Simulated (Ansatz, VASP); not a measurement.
# CaO (ke600) in VASP and in Ansatz

INCAR

```
SYSTEM = CaO
ALGO = Normal ; EDIFF = 1E-7
ENCUT = 520 ; GGA = CA
ISIF = 2 ; ISMEAR = 0
LASPH = .TRUE. ; LCHARG = .FALSE.
LREAL = .FALSE. ; LWAVE = .FALSE.
NBANDS = 15 ; NELM = 80
PREC = Accurate ; SIGMA = 0.1
```

KPOINTS

```
k-points
0
G
  6 6 6
  0 0 0
```

The input POSCAR:

```
CaO
1.0
    0.0000000000      2.4535000000      2.4535000000
    2.4535000000      0.0000000000      2.4535000000
    2.4535000000      2.4535000000      0.0000000000
Ca O
1 1
Direct
    0.0000000000      0.0000000000      0.0000000000
    0.5000000000      0.5000000000      0.5000000000
```

Input for Ansatz:

```yaml
crystal:
  lattice:
    - [0.0, 2.4535, 2.4535]
    - [2.4535, 0.0, 2.4535]
    - [2.4535, 2.4535, 0.0]
  atoms:
    - { symbol: Ca, position: [0.0, 0.0, 0.0] }
    - { symbol: O, position: [0.5, 0.5, 0.5] }
basis:
  ecutwfc: 600.0
kpoints:
  mp_grid: { grid: [6, 6, 6] }
hamiltonian:
  xc: lda
  pseudopotentials: { kind: paw, azcp: { folder: soft_1 } }
scf:
  occupations: { method: gaussian, width: 0.1 }
output:
  forces: true
  stress: true
  eigenvalues: true
```

Alike in both runs: task single point; functional LDA; k mesh 6 × 6 × 6; occupations gaussian, width 0.1 eV; no spin polarisation.

```csv
,VASP,Ansatz
version,VASP 6.6.1,Ansatz 0.2.0
potentials or method,"VASP PAW LDA potentials, release 64 (Ca_sv, O)","scalar-relativistic, plane waves, PAW"
plane-wave cutoff (eV),520,600
valence electrons in the cell,16,16
```

```csv
,VASP,Ansatz,Ansatz less VASP
gap on the k mesh at the Fermi level (eV),3.48,3.50,+0.024
least direct gap on the mesh (eV),3.87,3.89,+0.025
pressure (GPa),-11.6,-12.2,-0.59
```

Ansatz warned: «pseudo_functional_mismatch».

A k mesh can miss the band edges.
